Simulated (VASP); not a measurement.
Runs of VASP 6.6.1 on MgTe. It takes space group P6_3mc (No. 186, hexagonal). The conventional cell has a = 4.520 Å, b = 4.520 Å, c = 7.330 Å, α = 90.00°, β = 90.00°, γ = 120.00°. Around Mg (site symmetry 3m) lie 4 Te at 2.74 to 2.82 Å. Te (site symmetry 3m) has 4 Mg at 2.74 to 2.82 Å as nearest neighbours. 

```tsv
level	k mesh	cutoff (eV)	grid for exact exchange (PRECFOCK)	screening parameter	mesh quality	gap on the mesh (eV)	pressure (GPa)	relaxed volume (Å³/atom)
PBEsol	9 × 9 × 4	600	-	-	not flagged	2.39	0.0	33.40
PBE	5 × 5 × 2	300	-	-	coarse	(b)	0.0	34.49
HSE06	6 × 6 × 3	520	Fast	0.2 1/A	not flagged	3.24	0.0	(a)
PBE	9 × 9 × 4	600	-	-	not flagged	2.37	0.0	34.46
```

Alike in all rows: task relaxation of cell and atoms; potentials or basis VASP PAW PBE potentials, release 64 (Mg, Te); no spin polarisation; cell relaxed; smearing gaussian 0.03 eV.

Problem. Estimate the missing entries.

Solution. (a) 33.64; (b) 2.36.

Caveats: some runs use coarse meshes; spin-orbit coupling is left out, which moves the levels of the heavy elements; the PAW data sets were made with another functional, which shifts forces and pressure a little (some runs).

A k mesh can miss the band edges, and the runs leave out spin-orbit coupling on Te.
